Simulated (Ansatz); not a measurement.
Structure relaxation of Ti3Se

The calculation used DFT PBE, scalar-relativistic, plane waves, PAW in Ansatz.

Ti3Se was placed on the Cu3Au (L1_2) structure type (Pm-3m, No. 221), with Se in place of Au, Ti in place of Cu, at a guessed volume.

Input of the last, converged step (default PAW datasets):

```yaml
crystal:
  lattice:
    - [3.9906267348, 0.0, 0.0]
    - [0.0, 3.9906267348, 0.0]
    - [0.0, 0.0, 3.9906267348]
  atoms:
    - { symbol: Ti, position: [0.0, 0.5, 0.5] }
    - { symbol: Ti, position: [0.5, 0.0, 0.5] }
    - { symbol: Ti, position: [0.5, 0.5, 0.0] }
    - { symbol: Se, position: [0.0, 0.0, 0.0] }
basis:
  ecutwfc: 420
kpoints:
  mp_grid: { grid: [12, 12, 12] }
hamiltonian:
  xc: pbe
scf:
  occupations: { method: gaussian, width: 0.1 }
output:
  forces: true
  stress: true
  eigenvalues: true
  write_density: true
  write_potential: true
  elf: true
  volumetric_format: npy
relax:
  adjacent_minimum: "off"
  f_tol: 0.01
  max_steps: 80
  cell: { stress_tol: 0.05 }
```

Launched as:

```bash
ansatz run input.yaml --threads 1 --pin off --max-ram 2560MiB --backend cpu --events-out ev --progress --plain --runs-dir out
```

It took 21 s on 1 thread of Intel(R) Xeon(R) 6975P-C (Granite Rapids), with other jobs on the host, peak memory 0.47 GiB.

The program printed at the end:

```
SCF converged after 8 iterations
Free energy (F): -12969.400888 eV
Harris-Foulkes:  -12969.400888 eV  (|F-HF|=1.82e-12)
Internal energy: -12969.376257 eV  (E = F + TS)
E sigma→0 (E₀):  -12969.388572 eV
Entropy (-TS):   -0.024630 eV (-6.158 meV/atom)
Fermi energy:    15.552563 eV
--- Per-component energies (eV) ---
  E_band       = -693.433774
  E_kinetic    = 945.533850
  E_local      = -4206.661501  (includes V_loc(G=0)·N_el)
  E_nonlocal   = -564.966808
  E_hartree    = 1951.442514
  E_xc         = -399.388660
  E_vxc        = -468.083320  (∫ρ·V_xc dr)
  E_paw        = -5059.303595  (= ΣΔE_a)
  E_vpaw       = -302.140949  (= ΣTr[D̂ρ^β])
  E_aug_tail   = -0.000075  (compensation charges beyond the density's cutoff)
  E_ewald      = -5636.031982
  E_smearing   = -0.024630  (= −TS)
  E_closure    =  0.000000  (closes the sum)
  Σ components = -12969.400888   (vs F -12969.400888, Δ=0.00e0)
--- Forces (eV/Å), atoms counted from 1 ---
  atom   1  Ti     0.00000000     0.00000000     0.00000000
  atom   2  Ti     0.00000000     0.00000000     0.00000000
  atom   3  Ti     0.00000000     0.00000000     0.00000000
  atom   4  Se     0.00000000     0.00000000     0.00000000
  max |Σ_I F_I| component: 9.60e-30 eV/Å
--- Stress (GPa, compression-positive) ---
       -0.001290       0.000000       0.000000
        0.000000      -0.001290       0.000000
        0.000000       0.000000      -0.001290
  P = ⅓ Tr σ = -0.0013 GPa (-0.013 kbar)
--- Relaxed structure (3 steps of the walk, 3 accepted, 1 SCFs on fresh bases) ---
  F+E_penalty+E_count = -12969.40088754 eV   max|allowed force component| = 2.860e-30 eV/Å   (the final SCF, on the basis selected at the relaxed cell)
  cell:  # Å, volume = 63.7072 Å³
    - [3.993891, 0.000000, 0.000000]
    - [0.000000, 3.993891, 0.000000]
    - [0.000000, 0.000000, 3.993891]
  atoms:
    - { symbol: Ti, position: [0.000000, 0.5, 0.5] }
    - { symbol: Ti, position: [0.5, 0.000000, 0.5] }
    - { symbol: Ti, position: [0.5, 0.5, 0.000000] }
    - { symbol: Se, position: [0.000000, 0.000000, 0.000000] }
```

Absolute energies hang on the potentials; compare differences alone.

The result has space group Pm-3m (No. 221). Around Ti lie 4 Se at 2.82 Å and 8 Ti at 2.82 Å; Se is coordinated by 12 Ti at 2.82 Å.

Against the elements it lies at -0.33 eV/atom. Energies over the elements count from the elements' standard structures at the same level, with no empirical corrections.

The k mesh leaves about 4 meV/atom of noise in metals.

Symmetry constrained the relaxation, so the result can be a saddle point.